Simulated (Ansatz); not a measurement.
Input and command of a plane-wave DFT calculation in Ansatz:

```yaml
crystal:
  lattice:
    - [2.4517820176, 0.0, 0.0]
    - [-1.2258910088, 2.1233055118, 0.0]
    - [0.0, 0.0, 4.226855]
  atoms:
    - { symbol: B, position: [0.6666666667, 0.3333333333, 0.999724] }
    - { symbol: B, position: [0.3333333333, 0.6666666667, 0.499724] }
    - { symbol: "N", position: [0.6666666667, 0.3333333333, 0.625276] }
    - { symbol: "N", position: [0.3333333333, 0.6666666667, 0.125276] }
basis:
  ecutwfc: 420
kpoints:
  mp_grid: { grid: [12, 12, 6] }
hamiltonian:
  xc: pbesol
scf:
  occupations: { method: gaussian, width: 0.05 }
output:
  forces: true
  stress: true
  eigenvalues: true
```

```bash
ansatz run input.yaml --threads 1 --pin off --max-ram 2560MiB --backend cpu --events-out ev --progress --plain --runs-dir out
```

Processor: Intel(R) Xeon(R) Processor @ 2.50GHz (Skylake/Cascade Lake), 1 thread, on a host shared with other jobs.

Q: Estimate time, memory and problem size.

A: About 5.2 s on 1 thread of Intel(R) Xeon(R) Processor @ 2.50GHz (Skylake/Cascade Lake) (shared host), peak memory 0.32 GiB. It solves 12 bands at 76 k points (the mesh reduced by the symmetry that the task leaves, which can be less than the crystal's) with about 405 plane waves, in 6 SCF iterations.
